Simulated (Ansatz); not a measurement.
The system is Ti3Ni.

```
Ni Ti
1.0
     3.93518    0.00000    0.00000
     0.00000    3.93518    0.00000
     0.00000    0.00000    3.93518
Ni Ti
1 3
Direct
  0.00000 0.00000 0.00000
  0.50000 0.50000 0.00000
  0.50000 0.00000 0.50000
  0.00000 0.50000 0.50000
```

The cell comes from a database or a generator and needn't be the stable form of this composition.

Alike in all runs: program Ansatz 0.2.0; functional PBEsol; potentials or basis Ansatz PAW; cutoff 420 eV (not typed: the program's choice for these potentials); k mesh 6 × 6 × 6; occupations fermi-dirac, width 0.05 eV.

Starts and where they ended:

```tsv
start	free energy over the lowest (meV/atom)	net moment (μB)	site or absolute moments (μB)	gap
collinear spin, ferromagnetic start of up to 0.25 μB; fixed moment 1	5.8	1.00	Ni +0.18; Ti +0.21	-
collinear spin, ferromagnetic start of up to 2 μB; fixed moment 8	611.7	8.00	Ni +0.98; Ti +1.71	-
collinear spin, program default start; fixed moment 0	0.0	0.00	-	-
collinear spin, ferromagnetic start of up to 1 μB; fixed moment 4	99.4	4.00	Ni +0.48; Ti +0.89	-
collinear spin, ferromagnetic start of up to 1.25 μB; fixed moment 5	170.9	5.00	Ni +0.56; Ti +1.12	-
collinear spin, ferromagnetic start of up to 1.5 μB; fixed moment 6	272.8	6.00	Ni +0.73; Ti +1.32	-
collinear spin, ferromagnetic start of up to 0.5 μB; fixed moment 2	21.5	2.00	Ni +0.30; Ti +0.43	-
collinear spin, ferromagnetic start of up to 0.75 μB; fixed moment 3	51.2	3.00	Ni +0.42; Ti +0.65	-
```

All polarised runs hold their moment fixed, so the table maps the energy against it. A still lower state may exist.

Caveats: the total moment is fixed, so each spin has its own Fermi level.
